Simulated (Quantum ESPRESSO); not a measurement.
Ti under changes of volume

One of the cells (17.636 Å³/atom); the others are scaled copies at fixed shape and fractional positions:

```xyz
2
Lattice="2.9500 0.0000 0.0000 -1.4750 2.5548 0.0000 0.0000 0.0000 4.6800" Properties=species:S:1:pos:R:3 pbc="T T T"
Ti    1.4750    0.8516    3.5100
Ti    0.0000    1.7032    1.1700
```

| Quantity | Value |
| --- | --- |
| Program | Quantum ESPRESSO 7.5 |
| Functional | r2SCAN |
| Potentials or basis | SG15 PBE 1.2 |
| Cutoff | 952 eV |
| Density cutoff | 3810 eV |
| k mesh | 8 × 8 × 4 |
| Occupations | fermi-dirac, width 0.05 eV |
| Spin | no spin polarisation |

```csv
volume (Å³/atom),energy over the lowest point (meV/atom),pressure (GPa)
16.577,?,?
16.930,3.05,2.7
17.283,0.00,0.1
17.636,2.41,-2.2
17.988,9.82,-4.4
18.341,21.78,-6.4
18.694,37.90,-8.1
```

Q: What does the run at 16.577 Å³/atom give?

A: Energy over the lowest point 12.08 meV/atom; pressure 5.5 GPa.

Worked out: A Birch-Murnaghan fit of order 3 (a polynomial in V^(-2/3)) to the other rows has its minimum at 17.30 Å³/atom with B0 = V·E''(V) = 121 GPa and B' = 3.6 at fixed shape and positions, which overstates the stiffness. It gives 12.13 meV/atom at 16.577 Å³/atom, against the run's 12.08, and -dE/dV = 5.6 GPa, against 5.5.

Energies are extrapolated to zero smearing.

Caveats: the potentials were made for another functional, which shifts forces and pressure.
